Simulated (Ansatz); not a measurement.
## W: pressure against volume

W, Fm-3m, a = 3.998 Å. This isn't the element's structure at ambient conditions. Ansatz: PBEsol, PAW, 420 eV, Γ-centred 18×18×18 mesh on 1 atom, Gaussian smearing 0.10 eV; no spin polarisation. Symmetry fixes shape and atoms, so the cell is only scaled; pressure is positive in compression.

```tsv
V (Å³/atom)	P (GPa)
14.059	?
14.538	34.32
15.017	21.17
15.497	9.72
15.976	0.00
16.455	-8.34
16.934	-15.57
17.574	-23.69
```

Q: Take V0 = 15.976 Å³/atom, fit the third-order Birch–Murnaghan form to the other rows, and predict the missing pressure.

A: With the Eulerian strain f = ½[(V0/V)^(2/3) − 1] and y = P/[3f(1 + 2f)^(5/2)], the form is the line y = B0 + 1.5 B0 (B0′ − 4) f. Rows (f, y): 0.03245, 301.3; 0.02107, 302.1; 0.01025, 300.5; -0.00975, 299.5; -0.01904, 300.4; -0.03079, 300.6. Means f = 0.0006983, y = 300.73; Σ(Δf)² = 0.003005, ΣΔfΔy = 0.06727; the slope is their ratio. y = 300.7 + 22.39 f GPa, so B0 = 300.7 GPa and B0′ = 4 + 2 × (22.39)/(3 × 300.7) = 4.05. At V = 14.059, f = 0.04448, y = 301.70 and P = 49.82 GPa. The run gave 49.35 GPa, so the fit is 0.47 GPa too high, a small miss on the scale of the series.

Spin–orbit coupling is left out, which can shift energies with elements as heavy as these.